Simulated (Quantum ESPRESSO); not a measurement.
KCl (Sylvite):

```xyz
2
Lattice="0.0000 3.1465 3.1465 3.1465 0.0000 3.1465 3.1465 3.1465 0.0000" Properties=species:S:1:pos:R:3 pbc="T T T"
K     0.0000    0.0000    0.0000
Cl    3.1465    3.1465    3.1465
```

Base run:

| Property | Result |
| --- | --- |
| Program | Quantum ESPRESSO 7.5 |
| Functional | PBEsol |
| Potentials or basis | GBRV 1.5 PBEsol |
| Cutoff | 612 eV |
| Density cutoff | 4898 eV |
| k mesh | 6 × 6 × 6, shifted |
| Occupations | fermi-dirac, width 0.05 eV |
| Spin | no spin polarisation |

Its results: pressure -0.6 GPa; electronic dielectric tensor (diagonal) 2.36.

Task: After a change of settings the same cell gave: pressure -2.2 GPa; electronic dielectric tensor (diagonal) 2.40. Which change was it?
A. functional from PBEsol to BLYP; potentials or basis from GBRV 1.5 PBEsol to GBRV 1.5 PBE
B. functional from PBEsol to AM05; potentials or basis from GBRV 1.5 PBEsol to GBRV 1.5 PBE
C. functional from PBEsol to WC; potentials or basis from GBRV 1.5 PBEsol to GBRV 1.5 PBE
D. functional from PBEsol to LDA; potentials or basis from GBRV 1.5 PBEsol to GBRV 1.5 LDA

Result: D.
